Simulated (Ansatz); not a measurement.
a series on the CsCl structure: ScZn, ScCd, ScHg: a table of relaxed lattice constants and trends, run with Ansatz 0.2.0 through its Python package.

`sczn.py`:
```python
"""Element substitution on the CsCl prototype."""

import ansatz as az
import numpy as np

XC = "lda"
CUTOFF_EV = 520
K_SPACING = 0.27
SMEARING = "gaussian"
SIGMA = 0.1


def cscl(A, B, a):
    return (
        az.Lattice.cubic(a)
        .space_group(221)
        .atom(A, (0, 0, 0))
        .atom(B, (0.5, 0.5, 0.5))
    )


def compute(name, crystal, relax=True):
    calc = crystal.calculation()
    calc = calc.functional(XC)
    calc = calc.basis(CUTOFF_EV)
    calc = calc.kpoints(spacing=K_SPACING)
    calc = calc.occupations(SMEARING, width=SIGMA).stress()
    calc = calc.band_table()
    if relax:
        calc = calc.relax(force_tolerance=0.01, cell=True)
    return calc.run(threads=1)

def bulk_modulus(name, outcome, step=0.01):
    # B = -V dP/dV from the pressures of two uniformly scaled cells, atoms held at their fractions
    pressure = []
    for factor in (1 - step, 1.0, 1 + step):
        cell = az.Crystal(lattice=az.Lattice.of(outcome.lattice.cell_ang * factor ** (1 / 3)))
        for site in outcome.report["lattice"]["sites"]:
            cell = cell.atom(site["symbol"], site["position_frac"])
        pressure.append(np.trace(compute(name, cell, relax=False).report["stress_gpa"]) / 3)
    slope, bend = (pressure[0] - pressure[2]) / (2 * step), abs(pressure[0] + pressure[2] - 2 * pressure[1])
    # a jump of mesh or basis between the cells shows as a kink: no modulus then
    return float(slope) if bend < 12 * step**2 * abs(slope) + 0.15 and abs(pressure[1]) < 1.5 else float("nan")

def relaxed_twice(name, crystal):
    # the second pass draws mesh and plane waves anew for the relaxed cell
    first = compute(name, crystal)
    again = az.Crystal(lattice=az.Lattice.of(first.lattice.cell_ang))
    for site in first.report["lattice"]["sites"]:
        again = again.atom(site["symbol"], site["position_frac"])
    return compute(name, again)


def volume_per_atom(outcome):
    return abs(np.linalg.det(outcome.lattice.cell_ang)) / len(outcome.lattice.sites)


def main() -> None:
    # the lattice constants below are starting guesses
    phases = {}
    phases["ScZn"] = cscl("Sc", "Zn", 3.28)
    phases["ScCd"] = cscl("Sc", "Cd", 3.53)
    phases["ScHg"] = cscl("Sc", "Hg", 3.39)

    done = {name: relaxed_twice(name, crystal) for name, crystal in phases.items()}

    rows = [(name, float(np.linalg.norm(o.lattice.cell_ang[0])), volume_per_atom(o), bulk_modulus(name, o)) for name, o in done.items()]
    print("| compound | a (A) | V (A^3/atom) | B (GPa) |")
    print("| --- | --- | --- | --- |")
    for row in rows:
        print(f"| {row[0]} | {row[1]:.3f} | {row[2]:.3f} | {row[3]:.0f} |")


if __name__ == "__main__":
    main()
```

Rank the compounds by their relaxed volume per atom.

From smallest to largest: ScZn (17.27 Å³), ScHg (20.09 Å³) and ScCd (20.32 Å³). The largest is 18 % above the smallest.

The output:

```console
$ python sczn.py
| compound | a (A) | V (A^3/atom) | B (GPa) |
| --- | --- | --- | --- |
| ScZn | 3.257 | 17.272 | 92 |
| ScCd | 3.438 | 20.317 | 84 |
| ScHg | 3.425 | 20.088 | 98 |
```

Caveats:
- No spin polarisation was allowed.
- The bulk modulus is taken at fixed shape and positions, an upper value where these are free.
- Pressure is positive in compression.
- Spin-orbit coupling, which matters for elements this heavy, is left out.
- The cells are built on a prototype by substitution; a member may or may not take this structure in nature.
- The whole script took 49 s on 1 thread of Arm Neoverse V1, on a shared host, peak memory 0.41 GiB.

(Lines on the test bed's own set-up are left out of the output.)
